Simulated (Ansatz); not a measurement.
**Data sheet: ZrO2 (DFT)**

ZrO₂:
Space group P4₂/nmc, origin choice 1 (No. 137); a = 3.5883 Å, b = 3.5883 Å, c = 5.2008 Å, α = 90.00°, β = 90.00°, γ = 90.00°

| atom | site | symmetry | x | y | z |
|---|---|---|---|---|---|
| Zr | 2a | -4m2 | 0.0000 | 0.0000 | 0.0000 |
| O | 4d | 2mm. | 0.5000 | 0.0000 | 0.1980 |

Space group P4_2/nmc (No. 137); conventional cell a = 3.5883 Å, b = 3.5883 Å, c = 5.2008 Å, α = 90.00°, β = 90.00°, γ = 90.00°.

Method: the program Ansatz at the HSE06 level (PAW). The cell and atoms are relaxed at this level. Other levels are named where they apply.

Cell and energy:

```json
{
  "volume_per_atom": "11.16 Å³",
  "density": "6.11 g/cm³"
}
```

Electronic structure:

```json
{
  "band_gap": "5.74 eV (indirect)",
  "valence_band_maximum": "on the M–Γ line, 55 % of the way from M",
  "conduction_band_minimum": "at Γ",
  "smallest_direct_gap_on_the_standard_path": "5.84 eV",
  "Gap with spin–orbit coupling": "5.74 eV (at the special points and the edges found without it)"
}
```

Mechanics:

```json
{
 "Bulk modulus (Birch–Murnaghan fit)": "1780 kbar",
 "Pressure derivative B′": "6.2"
}
```

Charges:

```json
{
  "bader_charges": "Zr +2.75, O -1.37 e"
}
```

This is a known high-temperature phase of the composition, computed here at zero pressure and temperature. Symmetry was held in the HSE06 relaxation; its stability against distortions is not shown here. No spin polarisation was allowed. The hybrid was solved on a coarse mesh, the path and, where they were found, the r²SCAN edge points; its band edges are the extreme levels among these. Spin–orbit coupling is left out wherever it is not named.

Potentials: the earlier of the program's two PAW sets. The files were generated under PBE; for other functionals the program regenerates the frozen cores, and for LDA and PBEsol the local potential too.
